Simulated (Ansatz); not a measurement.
# Ideal shear of a crystal plane in AgCl

Computed with Ansatz 0.2.0, DFT PBE, scalar-relativistic, plane waves, PAW. The runs took a 420 eV cutoff, a Γ-centred 7×5×3 mesh and Gaussian smearing (0.05 eV). No spin polarisation. Energies are free energies at this smearing, counted from the undisturbed cell; pressure is positive in compression.

The starting cell (relaxed at this level):

```
CELL_PARAMETERS angstrom
0.00000 -3.96806 0.00000
0.27473 0.00000 -5.60511
11.89291 0.00000 0.59122
ATOMIC_POSITIONS crystal
Ag 0.75000 0.74961 0.75010
Ag 0.75000 0.74961 0.08343
Ag 0.75000 0.74961 0.41677
Ag 0.25000 0.25039 0.91653
Ag 0.25000 0.25039 0.24987
Ag 0.25000 0.25039 0.58320
Cl 0.25000 0.75029 0.91663
Cl 0.25000 0.75029 0.24997
Cl 0.25000 0.75029 0.58330
Cl 0.75000 0.24971 0.75000
Cl 0.75000 0.24971 0.08333
Cl 0.75000 0.24971 0.41667
```

The cut lies on the cell's a–b face, a (1 0 0) plane (indices in the standard cell, whose axes needn't be the Cartesian ones shown) of area 22.27 Å², between layers 1.99 Å apart. Vector c is tilted by f times 1·a + 0·b (length 3.968 Å) with the atoms' Cartesian places fixed: one unrelaxed fault a cell. The traction is dγ/du, the slope of γ against the slip u in Å. Some rows repeat others by symmetry and weren't run.

| f | γ (mJ/m²) | traction (GPa) |
| --- | --- | --- |
| 0.0000 | 0 | 0.0 |
| 0.1000 | 57 | 3.3 |
| 0.2000 | 321 | 10.8 |
| 0.3000 | 939 | 19.8 |
| 0.4000 | 1747 | 18.1 |
| 0.5000 | 2146 | 0.0 |
| 0.6000 | 1747 | -18.1 |
| 0.7000 | 939 | -19.8 |
| 0.8000 | 321 | -10.8 |
| 0.9000 | 57 | -3.3 |

Q: Read off the first barrier and the stress needed to climb it, and compare with Frenkel's sinusoid.

A: The first sampled maximum lies at f = 0.500, a slip of 1.98 Å, with γ ≈ 2146 mJ/m², which stands in for the unstable fault energy γ_us, and the steepest sampled slope before it is 19.8 GPa. A sinusoid γ = γ_us sin²(πu/λ) with its maximum there has λ = 3.97 Å and a largest slope πγ_us/λ = 17.0 GPa (1 mJ/m² per Å = 0.01 GPa).

Q: Is there a metastable fault on this line?

A: Apart from points where γ returns to about zero, no local minimum shows among the samples, so at this sampling the line offers no fault for a dislocation to split on; a fault can still lie off the line.

The cut is rigid; relaxing the faces lowers these energies and usually the stresses.

Cost: 6 runs of about 6.5 core-minutes in all, on Arm Neoverse V1 (shared hosts).